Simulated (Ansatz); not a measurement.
# How far is PAW off for Sc?

```yaml
crystal:
  lattice:
    - [0.00000, 2.30972, 2.30972]
    - [2.30972, 0.00000, 2.30972]
    - [2.30972, 2.30972, 0.00000]
  atoms:
    - { symbol: Sc, position: [0.00000, 0.00000, 0.00000] }
```

The structure comes from a relaxation in the same program, started in the fcc type, and has space group Fm-3m. Whether it is a known phase or the ground state wasn't checked.

Spin polarisation is left out, and whether a magnetic state lies lower isn't shown here.

Levels of theory: DFT, LDA, PAW with Ansatz's default frozen-core files, scalar-relativistic (Ansatz 0.2.0); DFT, LDA, all-electron LAPW, scalar-relativistic (Ansatz 0.2.0).

For PAW: a Γ-centred 13×13×13 k mesh, Fermi–Dirac smearing of 0.03 eV, cutoff 420 eV, no spin polarisation; the PAW files were made with PBE, and the program remakes their frozen cores for this functional. LAPW targets a basis error of 0.25 meV/atom. The Ansatz runs share mesh, smearing and spin set-up. Plane-wave (PAW) pressures include the program's estimate of the Pulay term.

Stress and pressure are positive in compression.

Levels count from the Fermi level.

PAW results:

```
                      quantity     PAW
                pressure (GPa)   -4.90
highest filled level at X (eV)  -0.659
  lowest empty level at X (eV)   1.971
highest filled level at K (eV)  -0.433
  lowest empty level at K (eV)   0.869
highest filled level at Γ (eV)  -5.148
  lowest empty level at Γ (eV)   1.524
```

Problem. What does full-potential LAPW give for the same quantities?

Solution. 
```csv
quantity,LAPW
pressure (GPa),-4.90
highest filled level at X (eV),-0.660
lowest empty level at X (eV),1.974
highest filled level at K (eV),-0.434
lowest empty level at K (eV),0.870
highest filled level at Γ (eV),-5.147
lowest empty level at Γ (eV),1.523
```
